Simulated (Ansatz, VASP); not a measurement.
Hf in VASP and in Ansatz

INCAR

```
SYSTEM = Hf
ALGO = Normal
EDIFF = 1E-6
EDIFFG = -0.005
ENCUT = 600
GGA = PE
IBRION = 2
ISIF = 3
ISMEAR = 0
IVDW = 12
LASPH = .True.
LCHARG = .False.
LREAL = .False.
LWAVE = .False.
NELM = 100
NSW = 100
PREC = Accurate
SIGMA = 0.1
```

File KPOINTS:

```
k-points
0
Gamma
  12 12 14
  0 0 0
```

POSCAR

```
Hf
1.0
    4.9623295440      0.0000000000      0.0000000000
   -2.4811647720      4.2975034470      0.0000000000
    0.0000000000      0.0000000000      3.0862322500
Hf
3
Direct
    0.6666666700      0.3333333300      0.5000000000
    0.3333333300      0.6666666700      0.5000000000
    0.0000000000      0.0000000000      0.0000000000
```

Input for Ansatz:

```yaml
crystal:
  lattice:
    - [4.962329544, 0.0, 0.0]
    - [-2.481164772, 4.297503447, 0.0]
    - [0.0, 0.0, 3.08623225]
  atoms:
    - { symbol: Hf, position: [0.66666667, 0.33333333, 0.5] }
    - { symbol: Hf, position: [0.33333333, 0.66666667, 0.5] }
    - { symbol: Hf, position: [0.0, 0.0, 0.0] }
basis:
  ecutwfc: 420
kpoints:
  mp_grid: { grid: [12, 12, 14] }
hamiltonian:
  xc: pbe
  dispersion: d3bj
scf:
  occupations: { method: gaussian, width: 0.1 }
output:
  forces: true
  stress: true
  eigenvalues: true
relax:
  adjacent_minimum: "off"
  f_tol: 0.005
  max_steps: 80
  cell: { stress_tol: 0.05 }
```

This isn't the form of Hf at room conditions, which is hcp.

Alike in both runs: task relaxation of cell and atoms; functional PBE; dispersion D3(BJ); k mesh 12 × 12 × 14; occupations gaussian, width 0.1 eV; no spin polarisation.

|  | VASP | Ansatz |
| --- | --- | --- |
| version | VASP 6.6.1 | Ansatz 0.2.0 |
| potentials or method | VASP PAW PBE potentials, release 64 (Hf_pv) | scalar-relativistic, plane waves, PAW |
| plane-wave cutoff (eV) | 600 | 420 |
| valence electrons in the cell | 30 | 78 |

VASP gave:

```
gap on the k mesh at the Fermi level, each at its own relaxed structure (eV) : none
relaxed volume (Å³/atom)                                                     : 21.54
relaxed cell length with the largest relative difference (Å)                 : 4.933
energy change over the relaxation (meV/atom)                                 : -3
```

Task: What did Ansatz give for the same quantities?

Result: gap on the k mesh at the Fermi level, each at its own relaxed structure (eV): none; relaxed volume (Å³/atom): 21.62; relaxed cell length with the largest relative difference (Å): 4.941; energy change over the relaxation (meV/atom): -2.

A gap of «none» marks a metal or a gap that the smearing closes. The two sets of potentials don't hold the same shells in valence.

Caveats: pairwise dispersion overbinds metals, which lowers pressure and volume. The runs have no spin-orbit coupling, so splittings on Hf are missing.
